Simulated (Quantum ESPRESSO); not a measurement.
The system is SnSe.

```
Sn Se
1.0
     0.00000    3.01000    3.01000
     3.01000    0.00000    3.01000
     3.01000    3.01000    0.00000
Sn Se
1 1
Cartesian
  0.0000 0.0000 0.0000
  3.0100 3.0100 3.0100
```

Measurements of this composition are mostly on another form, of space group No. 62.

Base run:

* Program: Quantum ESPRESSO 7.5
* Functional: HLE16
* Potentials or basis: SG15 PBE 1.2
* Cutoff: 952 eV
* Density cutoff: 3810 eV
* k mesh: 8 × 8 × 8
* Occupations: fermi-dirac, width 0.05 eV
* Spin: no spin polarisation

Its results: pressure -5.3 GPa.

Task: After a change of settings the same cell gave: pressure -3.3 GPa. Which change was it?
A. functional from HLE16 to LDA
B. functional from HLE16 to SCAN; k mesh from 8 × 8 × 8 to 6 × 6 × 6
C. functional from HLE16 to rPW86PBE; dispersion from none to rVV10
D. functional from HLE16 to AM05

Result: A.

Caveats: the potentials were made for another functional, which shifts forces and pressure; the potentials were made for a functional far from this one (some runs).
